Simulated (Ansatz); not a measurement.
A run of Ansatz 0.2.0 is set up as follows.

Contents of input.yaml:

```yaml
crystal:
  lattice:
    - [4.0919516368, 0.0, 0.0]
    - [-2.0459758184, 3.5437340685, 0.0]
    - [0.0, 0.0, 4.9927787]
  atoms:
    - { symbol: Cu, position: [0.6666666667, 0.3333333333, 0.16048787] }
    - { symbol: Cu, position: [0.3333333333, 0.6666666667, 0.83951213] }
    - { symbol: Al, position: [0.6666666667, 0.3333333333, 0.65007465] }
    - { symbol: Al, position: [0.3333333333, 0.6666666667, 0.34992535] }
    - { symbol: Al, position: [0.0, 0.0, 0.0] }
hamiltonian:
  xc: pbesol
  pseudopotentials: { kind: paw }
kpoints:
  mp_grid: { grid: [8, 8, 6] }
scf:
  occupations: { method: fermi_dirac, width: 0.05 }
output:
  forces: true
  stress: true
  eigenvalues: true
  write_density: true
  write_potential: true
  elf: true
  volumetric_format: npy
relax:
  f_tol: 0.01
  max_steps: 40
  cell: { stress_tol: 0.05 }
```

Potentials or basis: Ansatz PAW.

The run is started by

```sh
$ ansatz run input.yaml --threads 2 --pin off --max-ram 5632MiB --backend cpu --events-out ev --progress --plain --runs-dir out
```

Estimate the band gap on the k mesh.

none (metal or under the smearing width).

Predict the relaxed volume.

14.50 Å³/atom.

Estimate the relaxed cell.

a = 4.098 Å, b = 4.098 Å, c = 4.984 Å, α = 90.00°, β = 90.00°, γ = 120.00°.

Estimate the space group after relaxing (to 0.05 Å).

P-3m1 (No. 164).

Final structure:
```yaml
crystal:
  lattice:
    - [4.09838, 0.00000, 0.00000]
    - [-2.04919, 3.54931, 0.00000]
    - [0.00000, 0.00000, 4.98375]
  atoms:
    - { symbol: Cu, position: [0.66667, 0.33333, 0.15751] }
    - { symbol: Cu, position: [0.33333, 0.66667, 0.84249] }
    - { symbol: Al, position: [0.66667, 0.33333, 0.64812] }
    - { symbol: Al, position: [0.33333, 0.66667, 0.35188] }
    - { symbol: Al, position: [0.00000, 0.00000, 0.00000] }
```

Caveat: the PAW data sets come from PBE, with cores solved anew for the run's functional, which leaves a small shift of forces and pressure.
